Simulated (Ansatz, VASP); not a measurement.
## K in VASP and in Ansatz

File INCAR:

```
ALGO     = Fast           # electronic algorithm
EDIFF    = 1E-6           # SCF threshold, eV
ENCUT    = 520            # plane-wave cutoff, eV
GGA      = PS             # functional
ISIF     = 2              # what is computed and relaxed
ISMEAR   = 0              # smearing method
LASPH    = True           # aspherical terms in the spheres
LCHARG   = False          # write CHGCAR
LREAL    = False          # projectors in reciprocal space
LWAVE    = False          # write WAVECAR
NBANDS   = 10             # bands
NELM     = 60             # most SCF steps
PREC     = Accurate       # precision mode
SIGMA    = 0.15           # smearing width, eV
```

Contents of KPOINTS:

```
k-points
0
Gamma
  12 12 12
```

POSCAR

```
K
1.0
    4.4291789711     -0.6814121494     -0.6814121494
   -0.6814121494      4.4291789711     -0.6814121494
   -0.6814121494     -0.6814121494      4.4291789711
K
1
Direct
    0.0000000000      0.0000000000      0.0000000000
```

Input for Ansatz:

```yaml
crystal:
  lattice:
    - [4.4291789711, -0.6814121494, -0.6814121494]
    - [-0.6814121494, 4.4291789711, -0.6814121494]
    - [-0.6814121494, -0.6814121494, 4.4291789711]
  atoms:
    - { symbol: K, position: [0.0, 0.0, 0.0] }
basis:
  ecutwfc: 420
kpoints:
  mp_grid: { grid: [12, 12, 12] }
hamiltonian:
  xc: pbesol
scf:
  occupations: { method: gaussian, width: 0.15 }
output:
  forces: true
  stress: true
  eigenvalues: true
```

Alike in both runs: task single point; functional PBEsol; k mesh 12 × 12 × 12; occupations gaussian, width 0.15 eV; no spin polarisation.

```csv
,VASP,Ansatz
version,VASP 6.6.1,Ansatz 0.2.0
potentials or method,"VASP PAW PBE potentials, release 64 (K_sv)","scalar-relativistic, plane waves, PAW"
plane-wave cutoff (eV),520,420
valence electrons in the cell,9,9
```

|  | VASP | Ansatz | Ansatz less VASP |
| --- | --- | --- | --- |
| gap on the k mesh at the Fermi level (eV) | none | none | - |
| pressure (GPa) | -0.3 | -0.3 | +0.01 |
| largest component of the traceless stress (GPa) | 0.18 | 0.18 | 0.000 |

A gap of «none» marks a metal or a gap that the smearing closes.

Caveats: the PAW data sets were made with another functional, which shifts forces and pressure a little (VASP).
